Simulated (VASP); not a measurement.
A run of VASP 6.6.1 is set up as follows.

INCAR

```
SYSTEM = WS2
PREC = Accurate
ENCUT = 520
EDIFF = 1E-6
ISMEAR = 0
SIGMA = 0.05
LREAL = .FALSE.
LASPH = .TRUE.
NELM = 60
ALGO = Normal
ISIF = 2
LWAVE = .FALSE.
LCHARG = .FALSE.
GGA = PS
NBANDS = 20
```

The input KPOINTS:

```
Automatic mesh
0
G
  6 6 6
  0 0 0
```

File POSCAR:

```
WS2
1.0
    0.0000000000      3.0079352200      3.0079352200
    3.0079352200      0.0000000000      3.0079352200
    3.0079352200      3.0079352200      0.0000000000
W S
1 2
Direct
    0.0000000000      0.0000000000      0.0000000000
    0.2500000000      0.2500000000      0.2500000000
    0.7500000000      0.7500000000      0.7500000000
```

Potentials or basis: VASP PAW PBE potentials, release 64 (W_sv, S).

Command:

```sh
$ cat potpaw_PBE.64/W_sv/POTCAR potpaw_PBE.64/S/POTCAR > POTCAR
$ mpirun -np 1 vasp_std > vasp.out
```

Question: What does it give for the band gap on the k mesh?

Answer: None (metal or under the smearing width).

Question: Predict the pressure.

Answer: -14.2 GPa.

Caveat: the PAW data sets were made with another functional, which shifts forces and pressure a little. The run has no spin-orbit coupling, so splittings on W are missing.
